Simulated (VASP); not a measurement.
# NaH (Fm-3m) in VASP: notebook

Runs on NaH. Level: PBE. Tasks: single point.

Everything below comes from runs of VASP 6.6.1. Logs are shortened: lines on timing, memory, paths and dates and some standing lists are left out, and cuts for length are marked.

### 1 The crystal as given

It takes space group Fm-3m (No. 225, cubic). Conventional cell: a = 4.880 Å, b = 4.880 Å, c = 4.880 Å, α = 90.00°, β = 90.00°, γ = 90.00°. Around Na (site symmetry m-3m) lie 6 H at 2.44 Å. H (site symmetry m-3m) is surrounded by 6 Na at 2.44 Å.

### 2 Single point, PBE

The input, INCAR:

```
SYSTEM = NaH
PREC = Accurate
ENCUT = 250
EDIFF = 1E-6
ISMEAR = 0
SIGMA = 0.05
LREAL = .False.
LASPH = .True.
NELM = 100
ALGO = Normal
ISIF = 2
LWAVE = .False.
LCHARG = .False.
GGA = PE
NBANDS = 11
ADDGRID = .False.
```

The input, KPOINTS:

```
Automatic mesh
0
Gamma
  5 5 5
  0 0 0
```

The input, POSCAR:

```
NaH
1.0
    0.0000000000      2.4400000000      2.4400000000
    2.4400000000      0.0000000000      2.4400000000
    2.4400000000      2.4400000000      0.0000000000
Na H
1 1
Direct
   -0.0187210000      0.0228060000      0.0160610000
    0.4668300000      0.5164870000      0.5214060000
```

Potentials or basis: VASP PAW PBE potentials, release 64 (Na_pv, H).

The run is started by

```
> cat potpaw_PBE.64/Na_pv/POTCAR potpaw_PBE.64/H/POTCAR > POTCAR
> mpirun -np 1 vasp_std > vasp.out
```

OUTCAR:

```text
SYSTEM = NaH
   PREC = Accurate
   ENCUT = 250
   EDIFF = 1E-6
   ISMEAR = 0
   LREAL = .False.
   LASPH = .True.
   NELM = 100
   ISIF = 2
   GGA = PE

 Found     63 irreducible k-points:

 Following reciprocal coordinates:
            Coordinates               Weight
  0.000000  0.000000  0.000000      1.000000
  0.200000  0.000000  0.000000      2.000000
  0.000000  0.200000  0.000000      2.000000
  0.000000  0.000000  0.200000      2.000000
  0.200000  0.200000  0.200000      2.000000
  0.400000  0.000000  0.000000      2.000000
   k-points           NKPTS =     63   k-points in BZ     NKDIM =     63   number of bands    NBANDS=     11
   number of dos      NEDOS =    301   number of ions     NIONS =      2
   total plane-waves  NPLWV =   5832
   dimension x,y,z NGX =    18 NGY =   18 NGZ =   18
   dimension x,y,z NGXF=    36 NGYF=   36 NGZF=   36
   ions per type =               1   1
   NGX,Y,Z   is equivalent  to a cutoff of   8.67,  8.67,  8.67 a.u.
   NGXF,Y,Z  is equivalent  to a cutoff of  17.34, 17.34, 17.34 a.u.
 SYSTEM =  NaH
   PREC   = accura    normal or accurate (medium, high low for compatibility)
   ISTART =      0    job   : 0-new  1-cont  2-samecut
   ICHARG =      2    charge: 1-file 2-atom 10-const
   ISPIN  =      1    spin polarized calculation?
   LNONCOLLINEAR =      F non collinear calculations
   LSORBIT =      F    spin-orbit coupling
   LASPH  =      T    aspherical Exc in radial PAW
   ENCUT  =  250.0 eV  18.37 Ry    4.29 a.u.   4.45  4.45  4.45*2*pi/ulx,y,z
   NELM   =    100;   NELMIN=  2; NELMDL= -5     # of ELM steps
   EDIFF  = 0.1E-05   stopping-criterion for ELM
   LREAL  =      F    real-space projection
   EDIFFG = 0.1E-04   stopping-criterion for IOM
   NSW    =      0    number of steps for IOM
   IBRION =     -1    ionic relax: 0-MD 1-quasi-New 2-CG
   NFREE  =      0    steps in history (QN), initial steepest desc. (CG)
   ISIF   =      2    stress and relaxation
   ISYM   =      2    0-nonsym 1-usesym 2-fastsym
   POTIM  = 0.5000    time-step for ionic-motion
   TEBEG  =    0.0;   TEEND  =   0.0 temperature during run
   PSTRESS=    0.0 pullay stress
   NELECT =       8.0000    total number of electrons
   NUPDOWN=      -1.0000    fix difference up-down
   EMIN   =  10.00;   EMAX   =-10.00  energy-range for DOS
   EFERMI =   0.00;   METHOD = LEGACY
   ISMEAR =     0;   SIGMA  =   0.05  broadening in eV -4-tet -1-fermi 0-gaus
   EFERMI_NEDOS =   21; number of points for ismear=-14 and -15
   IALGO  =     38    algorithm
   IMIX   =      4    mixing-type and parameters
     AMIX     =   0.40;   BMIX     =  1.00
     AMIX_MAG =   1.60;   BMIX_MAG =  1.00
  volume/ion in A,a.u.               =      14.53        98.03
  Fermi-wavevector in a.u.,A,eV,Ry     =   1.065054  2.012660 15.433636  1.134340
  Thomas-Fermi vector in A             =   2.200593
   LORBIT       =      0    0 simple, 1 ext, 2 COOP (PROOUT), +10 PAW based schemes
   GGA     = PE    functional components
   LHFCALC =     F    Hartree Fock is set to
   AEXX    =    0.0000 exact exchange contribution
   IVDW    =     0    specifies the selected vdW correction
   LEPSILON=     F    determine dielectric tensor
   LRPA    =     F    only Hartree local field effects (RPA)
 non-spin polarized calculation
 Gauss-broadening in eV      SIGMA  =   0.05
  energy-cutoff  :      250.00
  volume of cell :       29.05
 maximum number of plane-waves:       274
 NGX is ok and might be reduce to    18
   NGX =  9   NGY =  9   NGZ =  9

 number of electron       8.0000010 magnetization

 Free energy of the ion-electron system (eV)
  ---------------------------------------------------
  ext. energy  EPLUGINS =         0.00000000
  ---------------------------------------------------
  free energy    TOTEN  =        -5.06004579 eV

  energy without entropy =       -5.06004579  energy(sigma->0) =       -5.06004579

 E-fermi :  -0.9419     XC(G=0):  -7.6808

 val. band max:       -1.2867138012   @ k =   0.2000  -0.4000  -0.4000
 cond. band min:       3.2312647318   @ k =   0.4000   0.4000   0.4000
 fundamental gap:      4.5179785329
 Fermi energy:        -0.9419216212

 k-point     1 :       0.0000    0.0000    0.0000
  band No.  band energies     occupation
      1     -23.3794      2.00000
      2     -23.3793      2.00000
      3     -23.3790      2.00000
      4      -4.7369      2.00000
      5       9.0113      0.00000
      6      14.1618      0.00000
      7      14.1627      0.00000
      8      14.1767      0.00000
      9      14.9588      0.00000
     10      14.9704      0.00000
     11      14.9791      0.00000

 k-point     2 :       0.2000    0.0000    0.0000
  band No.  band energies     occupation
      1     -23.4118      2.00000
      2     -23.3875      2.00000
      3     -23.3871      2.00000
      4      -4.0822      2.00000
      5       6.8768      0.00000
      6      10.5638      0.00000
      7      12.8492      0.00000
      8      12.8539      0.00000
      9      16.2059      0.00000
     10      16.2105      0.00000
     11      16.8394      0.00000

 k-point     3 :       0.0000    0.2000    0.0000
  band No.  band energies     occupation
      1     -23.4116      2.00000
      2     -23.3875      2.00000
      3     -23.3872      2.00000
      4      -4.0822      2.00000
      5       6.8775      0.00000
      6      10.5613      0.00000
      7      12.8495      0.00000
      8      12.8576      0.00000
      9      16.2021      0.00000
     10      16.2092      0.00000
     11      16.8395      0.00000

 k-point     4 :       0.0000    0.0000    0.2000
  band No.  band energies     occupation
      1     -23.4116      2.00000
      2     -23.3875      2.00000
      3     -23.3873      2.00000
      4      -4.0822      2.00000
      5       6.8776      0.00000
      6      10.5612      0.00000
      7      12.8495      0.00000
      8      12.8579      0.00000
      9      16.2020      0.00000
     10      16.2090      0.00000
     11      16.8395      0.00000

 k-point     5 :       0.2000    0.2000    0.2000
  band No.  band energies     occupation
      1     -23.4119      2.00000
      2     -23.3874      2.00000
      3     -23.3871      2.00000
      4      -4.0822      2.00000
      5       6.8765      0.00000
      6      10.5645      0.00000
      7      12.8489      0.00000
      8      12.8533      0.00000
      9      16.2068      0.00000
     10      16.2111      0.00000
     11      16.8394      0.00000

 k-point     6 :       0.4000    0.0000    0.0000
  band No.  band energies     occupation
      1     -23.4571      2.00000
      2     -23.3924      2.00000
      3     -23.3920      2.00000
      4      -2.4828      2.00000
      5       3.2317      0.00000
      6       9.4998      0.00000
      7      12.0796      0.00000
      8      12.0843      0.00000
      9      15.0391      0.00000
     10      15.0406      0.00000
     11      17.4387      0.00000

 [... further k-points ...]

------------------------ aborting loop because EDIFF is reached ----------------------------------------

  FORCE on cell =-STRESS in cart. coord.  units (eV):
  Direction    XX          YY          ZZ          XY          YZ          ZX
  --------------------------------------------------------------------------------------
  -------------------------------------------------------------------------------------
  Total       -0.9005374     -0.8972915     -0.8862293      0.0001220     -0.0011815     -0.0004520
  in kB      -49.6607033    -49.4817061    -48.8716734      0.0067287     -0.0651556     -0.0249270
  external PRESSURE =     -49.3380276 kB  Pullay stress =       0.0000000 kB

 VOLUME and BASIS-vectors are now :
 -----------------------------------------------------------------------------
  energy-cutoff  :      250.00
  volume of cell :       29.05
      direct lattice vectors                 reciprocal lattice vectors
     0.000000000  2.440000000  2.440000000    -0.204918033  0.204918033  0.204918033
     2.440000000  0.000000000  2.440000000     0.204918033 -0.204918033  0.204918033
     2.440000000  2.440000000  0.000000000     0.204918033  0.204918033 -0.204918033

 POSITION                                       TOTAL-FORCE (eV/Angst)
 -----------------------------------------------------------------------------------
      0.09484      2.43351      2.44997        -0.003239     -0.017564     -0.040607
      2.53246      2.41130      2.39929         0.003239      0.017564      0.040607
 -----------------------------------------------------------------------------------
    total drift:                               -0.002689     -0.000069     -0.000058

  FREE ENERGIE OF THE ION-ELECTRON SYSTEM (eV)
  ---------------------------------------------------
  free  energy   TOTEN  =        -5.0600457867 eV

  energy  without entropy=       -5.0600457867  energy(sigma->0) =       -5.06004579
```

OSZICAR:

```text
N       E                     dE             d eps       ncg     rms          rms(c)
DAV:   1     0.221394677590E+02    0.22139E+02   -0.31031E+03  1412   0.507E+02
DAV:   2    -0.492489496226E+01   -0.27064E+02   -0.26817E+02  1463   0.126E+02
DAV:   3    -0.544675988904E+01   -0.52186E+00   -0.52161E+00  1683   0.187E+01
DAV:   4    -0.544933525976E+01   -0.25754E-02   -0.25752E-02  1548   0.133E+00
DAV:   5    -0.544935724727E+01   -0.21988E-04   -0.21987E-04  1623   0.123E-01    0.306E+00
DAV:   6    -0.513858009926E+01    0.31078E+00   -0.31062E-01  1662   0.268E+00    0.146E+00
DAV:   7    -0.505529928995E+01    0.83281E-01   -0.30217E-01  1560   0.205E+00    0.359E-01
DAV:   8    -0.506002798331E+01   -0.47287E-02   -0.96609E-03  1440   0.870E-01    0.635E-02
DAV:   9    -0.506004608950E+01   -0.18106E-04   -0.96580E-04  1703   0.311E-01    0.223E-02
DAV:  10    -0.506004182278E+01    0.42667E-05   -0.51373E-05  1559   0.416E-02    0.442E-03
DAV:  11    -0.506004573182E+01   -0.39090E-05   -0.49889E-06  1542   0.916E-03    0.291E-03
DAV:  12    -0.506004578667E+01   -0.54856E-07   -0.21031E-07   936   0.252E-03
   1 F= -.50600458E+01 E0= -.50600458E+01  d E =-.546222E-23
```

Run time: 5.5 s. Hardware: 1 thread of Intel Xeon Platinum 8259CL at 2.50GHz (Skylake/Cascade Lake), shared host; peak memory 0.11 GiB.

The run converged, but a check on its numbers failed (symmetry, net force, bounds or a known fault of this set-up), so they aren't taken as properties of the crystal.

Caveat: the k mesh is coarse (spacing up to 0.45 Å⁻¹), so the values aren't converged; the cutoff lies under the usual one of these potentials, so the numbers hold a large basis-set error; an odd mesh through Γ misses points on the zone boundary, where band edges often lie.

### 3 Single point, PBE

Changes to INCAR since step 2:

```diff
@@ -2,3 +2,3 @@
 PREC = Accurate
-ENCUT = 250
+ENCUT = 700
 EDIFF = 1E-6
```

The input, KPOINTS:

```
Automatic mesh
0
Gamma
  3 3 3
  0 0 0
```

The input, POSCAR:

```
NaH
1.0
    0.0000000000      2.4400000000      2.4400000000
    2.4400000000      0.0000000000      2.4400000000
    2.4400000000      2.4400000000      0.0000000000
Na H
1 1
Direct
    0.0000000000      0.0000000000      0.0000000000
    0.5000000000      0.5000000000      0.5000000000
```

Potentials or basis: VASP PAW PBE potentials, release 64 (Na_pv, H).

The run is started by

```
> cat potpaw_PBE.64/Na_pv/POTCAR potpaw_PBE.64/H/POTCAR > POTCAR
> mpirun -np 1 vasp_std > vasp.out
```

OUTCAR:

```text
SYSTEM = NaH
   PREC = Accurate
   ENCUT = 700
   EDIFF = 1E-6
   ISMEAR = 0
   LREAL = .False.
   LASPH = .True.
   NELM = 100
   ISIF = 2
   GGA = PE

 Found      4 irreducible k-points:

 Following reciprocal coordinates:
            Coordinates               Weight
  0.000000  0.000000  0.000000      1.000000
  0.333333  0.000000  0.000000      8.000000
  0.333333  0.333333  0.000000      6.000000
 -0.333333  0.333333  0.000000     12.000000
   k-points           NKPTS =      4   k-points in BZ     NKDIM =      4   number of bands    NBANDS=     11
   number of dos      NEDOS =    301   number of ions     NIONS =      2
   total plane-waves  NPLWV =  27000
   dimension x,y,z NGX =    30 NGY =   30 NGZ =   30
   dimension x,y,z NGXF=    60 NGYF=   60 NGZF=   60
   ions per type =               1   1
   NGX,Y,Z   is equivalent  to a cutoff of  14.45, 14.45, 14.45 a.u.
   NGXF,Y,Z  is equivalent  to a cutoff of  28.91, 28.91, 28.91 a.u.
 SYSTEM =  NaH
   PREC   = accura    normal or accurate (medium, high low for compatibility)
   ISTART =      0    job   : 0-new  1-cont  2-samecut
   ICHARG =      2    charge: 1-file 2-atom 10-const
   ISPIN  =      1    spin polarized calculation?
   LNONCOLLINEAR =      F non collinear calculations
   LSORBIT =      F    spin-orbit coupling
   LASPH  =      T    aspherical Exc in radial PAW
[... 67 lines left out ...]
      7      14.1774      0.00000
      8      14.1774      0.00000
      9      14.9651      0.00000
     10      14.9651      0.00000
     11      14.9651      0.00000
[... 29 lines left out ...]
 k-point     4 :      -0.3333    0.3333    0.0000
  band No.  band energies     occupation
      1     -23.4136      2.00000
      2     -23.4112      2.00000
      3     -23.3766      2.00000
      4      -1.4710      2.00000
      5       4.3905      0.00000
      6       4.5914      0.00000
      7      10.3316      0.00000
      8      10.8836      0.00000
      9      16.8049      0.00000
     10      19.6958      0.00000
     11      20.0891      0.00000

------------------------ aborting loop because EDIFF is reached ----------------------------------------

  FORCE on cell =-STRESS in cart. coord.  units (eV):
  Direction    XX          YY          ZZ          XY          YZ          ZX
  --------------------------------------------------------------------------------------
  -------------------------------------------------------------------------------------
  Total       -0.1274743     -0.1274743     -0.1274743     -0.0000000      0.0000000     -0.0000000
  in kB       -7.0296518     -7.0296518     -7.0296518     -0.0000000      0.0000000     -0.0000000
  external PRESSURE =      -7.0296518 kB  Pullay stress =       0.0000000 kB

 VOLUME and BASIS-vectors are now :
 -----------------------------------------------------------------------------
  energy-cutoff  :      700.00
  volume of cell :       29.05
      direct lattice vectors                 reciprocal lattice vectors
     0.000000000  2.440000000  2.440000000    -0.204918033  0.204918033  0.204918033
     2.440000000  0.000000000  2.440000000     0.204918033 -0.204918033  0.204918033
     2.440000000  2.440000000  0.000000000     0.204918033  0.204918033 -0.204918033

 POSITION                                       TOTAL-FORCE (eV/Angst)
 -----------------------------------------------------------------------------------
      0.00000      0.00000      0.00000         0.000000      0.000000     -0.000000
      2.44000      2.44000      2.44000        -0.000000     -0.000000      0.000000
 -----------------------------------------------------------------------------------
    total drift:                               -0.000000      0.000000      0.000000

  FREE ENERGIE OF THE ION-ELECTRON SYSTEM (eV)
  ---------------------------------------------------
  free  energy   TOTEN  =        -5.1005375326 eV

  energy  without entropy=       -5.1005375326  energy(sigma->0) =       -5.10053753
```

stdout:

```text
POSCAR found type information on POSCAR NaH
 POSCAR found :  2 types and       2 ions
 scaLAPACK will be used
 LDA part: xc-table for (Slater+PW92), standard interpolation
 POSCAR, INCAR and KPOINTS ok, starting setup
 FFT: planning ... GRIDC
 FFT: planning ... GRID_SOFT
 FFT: planning ... GRID
 WAVECAR not read
 entering main loop
```

Run time: 3.4 s. Hardware: 1 thread of Intel Xeon Platinum 8259CL at 2.50GHz (Skylake/Cascade Lake), shared host; peak memory 0.15 GiB.

The run converged, but some of its settings lie outside the range that counts as converged, so its numbers aren't taken as properties of the crystal.

What came out:

```yaml
Free_energy: -5.1005 eV
Pressure: -0.7 GPa
Band_gap_on_the_k_mesh: 5.76 eV, indirect (least direct gap 5.86 eV)
```

Caveat: the k mesh is coarse (spacing up to 0.74 Å⁻¹), so the values aren't converged; an odd mesh through Γ misses points on the zone boundary, where band edges often lie.

### 4 Single point, PBE

INCAR is that of step 3.

KPOINTS is that of step 3.

The input, POSCAR:

```
NaH
1.0
    0.0000000000      2.4400000000      2.4400000000
    2.4400000000      0.0000000000      2.4400000000
    2.4400000000      2.4400000000      0.0000000000
Na H
1 1
Direct
   -0.0187210000      0.0228060000      0.0160610000
    0.4668300000      0.5164870000      0.5214060000
```

The run is started by

```
> cat potpaw_PBE.64/Na_pv/POTCAR potpaw_PBE.64/H/POTCAR > POTCAR
> mpirun -np 1 vasp_std > vasp.out
```

Run time: 6.5 s. Hardware: 1 thread of Intel Xeon Platinum 8259CL at 2.50GHz (Skylake/Cascade Lake), shared host; peak memory 0.15 GiB.

The run converged, but some of its settings lie outside the range that counts as converged, so its numbers aren't taken as properties of the crystal.

Results:

```
Free energy            : -5.0994 eV
Pressure               : -0.7 GPa
Largest force          : 0.043 eV/Å
Band gap on the k mesh : 5.75 eV, indirect (least direct gap 5.85 eV)
```

Caveat: the k mesh is coarse (spacing up to 0.74 Å⁻¹), so the values aren't converged; an odd mesh through Γ misses points on the zone boundary, where band edges often lie.

### 5 For comparison

An earlier run on the cell as given: functional PBE; potentials or basis VASP PAW PBE potentials, release 64 (Na_pv, H); cutoff 520 eV; k mesh 9 × 9 × 9; occupations fermi-dirac, width 0.05 eV; no spin polarisation.

* Pressure: -0.7 GPa
* Band gap on the k mesh: 4.01 eV, indirect (least direct gap 4.70 eV)
